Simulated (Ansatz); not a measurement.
**Ga$_{2}$O$_{3}$ (C2/m), ideal shear of a crystal plane**

All numbers below come from Ansatz, DFT r2SCAN, scalar-relativistic, plane waves, PAW. Settings: plane waves to 500 eV, k-mesh 4×7×2 (Γ-centred), Gaussian smearing 0.05 eV. No spin polarisation. Energies are free energies at this smearing, counted from the undisturbed cell; pressure is positive in compression.

The undisturbed cell (relaxed at this level):

```
CELL_PARAMETERS angstrom
1.38839 0.00000 -5.63998
0.00000 3.03906 0.00000
10.86730 0.00000 5.64504
ATOMIC_POSITIONS crystal
Ga 0.29573 0.00000 0.84052
Ga 0.79573 0.50000 0.34052
Ga 0.70427 0.00000 0.65948
Ga 0.20427 0.50000 0.15948
Ga 0.34425 0.00000 0.40873
Ga 0.84425 0.50000 0.90873
Ga 0.65575 0.00000 0.09127
Ga 0.15575 0.50000 0.59127
O 0.05506 0.00000 0.91421
O 0.55506 0.50000 0.41421
O 0.94494 0.00000 0.58579
O 0.44494 0.50000 0.08579
O 0.60982 0.00000 0.92334
O 0.10982 0.50000 0.42334
O 0.39018 0.00000 0.57666
O 0.89018 0.50000 0.07666
O 0.24005 0.00000 0.24629
O 0.74005 0.50000 0.74629
O 0.75995 0.00000 0.25371
O 0.25995 0.50000 0.75371
```

The cut lies on the cell's a–b face, a (1 0 0) plane (indices in the standard cell, whose axes needn't be the Cartesian ones shown) of area 17.65 Å², between layers 1.82 Å apart. Vector c is tilted by f times 1·a + 0·b (length 5.808 Å) with the atoms' Cartesian places fixed: one unrelaxed fault a cell. The traction is dγ/du, the slope of γ against the slip u in Å.

```csv
f,γ (mJ/m²),traction (GPa)
0.0000,0,0.0
0.1000,842,26.3
0.2000,2487,23.4
0.3000,2906,-10.3
0.4000,1719,-24.0
0.5000,776,-5.0
0.6000,1230,18.6
0.7000,2388,14.8
0.8000,2337,-17.6
0.9000,850,-26.2
```

Problem. Read off the first barrier and the stress needed to climb it, and compare with Frenkel's sinusoid.

Solution. The traction changes sign between f = 0.200 and 0.300, so by linear interpolation the first maximum lies at f = 0.269, a slip of 1.56 Å, with γ ≈ 2989 mJ/m², which stands in for the unstable fault energy γ_us, and the steepest sampled slope before it is 26.3 GPa. A sinusoid γ = γ_us sin²(πu/λ) with its maximum there has λ = 3.13 Å and a largest slope πγ_us/λ = 30.0 GPa (1 mJ/m² per Å = 0.01 GPa).

Problem. Is there a metastable fault on this line?

Solution. The samples dip to a local minimum of 776 mJ/m² at f = 0.500. If it survives relaxation and slip across the line, it is a planar fault that lets a dislocation split into partials, more widely the lower its energy (an antiphase boundary, where the slip puts unlike atoms in each other's places).

The cut is rigid; relaxing the faces lowers these energies and usually the stresses.

Cost: 10 runs of about 6.5 core-minutes in all, on Intel Xeon 6975P-C (Granite Rapids) (shared hosts).